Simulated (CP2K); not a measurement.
A run of CP2K 2026.2 is set up as follows.

File ba_scf.inp:

```
&GLOBAL
  PROJECT ba_scf
  RUN_TYPE ENERGY_FORCE
  PRINT_LEVEL LOW
&END GLOBAL
&FORCE_EVAL
  METHOD QS
  STRESS_TENSOR ANALYTICAL
  &DFT
    BASIS_SET_FILE_NAME BASIS_MOLOPT_UZH
    POTENTIAL_FILE_NAME GTH_POTENTIALS
    &MGRID
      CUTOFF 450
      REL_CUTOFF 60
      NGRIDS 4
    &END MGRID
    &QS
      METHOD GPW
      EPS_DEFAULT 1.0E-10
    &END QS
    &KPOINTS
      SCHEME MONKHORST-PACK 7 7 7
      GAMMA_CENTERED T
      SYMMETRY T
      SYMMETRY_BACKEND SPGLIB
    &END KPOINTS
    &SCF
      SCF_GUESS ATOMIC
      EPS_SCF 1.0E-6
      MAX_SCF 100
      ADDED_MOS 8
      CHOLESKY OFF
      EPS_EIGVAL 1.0E-7
      &DIAGONALIZATION ON
        ALGORITHM STANDARD
      &END DIAGONALIZATION
      &MIXING ON
        METHOD BROYDEN_MIXING
        ALPHA 0.4
        BETA 1.5
        NBUFFER 8
      &END MIXING
      &SMEAR ON
        METHOD GAUSSIAN
        SIGMA [eV] 0.02
      &END SMEAR
    &END SCF
    &XC
      &XC_FUNCTIONAL
        &LDA_X
        &END LDA_X
        &LDA_C_PW
        &END LDA_C_PW
      &END XC_FUNCTIONAL
    &END XC
    &PRINT
      &KPOINTS ON
      &END KPOINTS
      &MULLIKEN ON
      &END MULLIKEN
      &MO ON
        ENERGIES T
        OCCUPATION_NUMBERS T
        &EACH
          QS_SCF 0
        &END EACH
        ADD_LAST NUMERIC
      &END MO
    &END PRINT
  &END DFT
  &SUBSYS
    &CELL
      ABC 3.9177175405 3.9177175405 3.9177175405
      ALPHA_BETA_GAMMA 90.0000000000 90.0000000000 90.0000000000
      PERIODIC XYZ
    &END CELL
    &COORD
      SCALED
      Ba  0.0000000000 0.0000000000 0.0000000000
    &END COORD
    &KIND Ba
      BASIS_SET TZVP-MOLOPT-PBE-GTH-q10
      POTENTIAL GTH-PADE-q10
    &END KIND
    &PRINT
      &ATOMIC_COORDINATES ON
      &END ATOMIC_COORDINATES
      &CELL ON
      &END CELL
      &SYMMETRY ON
      &END SYMMETRY
    &END PRINT
  &END SUBSYS
  &PRINT
    &FORCES ON
    &END FORCES
    &STRESS_TENSOR ON
    &END STRESS_TENSOR
  &END PRINT
&END FORCE_EVAL
```

Potentials or basis: GTH_POTENTIALS Ba GTH-PADE-q10; TZVP-MOLOPT-PBE-GTH basis.

Command:

```console
$ OMP_NUM_THREADS=1 cp2k.psmp -i ba_scf.inp -o ba_scf.out
```

(1) What does it give for the band gap on the k mesh?

(2) Estimate the pressure.

Results:

(1) 0.05 eV, indirect (least direct gap 0.21 eV).

(2) -1.0 GPa.

Caveat: spin-orbit coupling is left out, which moves the levels of the heavy elements; an odd mesh through Γ misses points on the zone boundary, where band edges often lie; the basis of atomic orbitals isn't converged, which shifts pressures, moduli and gaps.
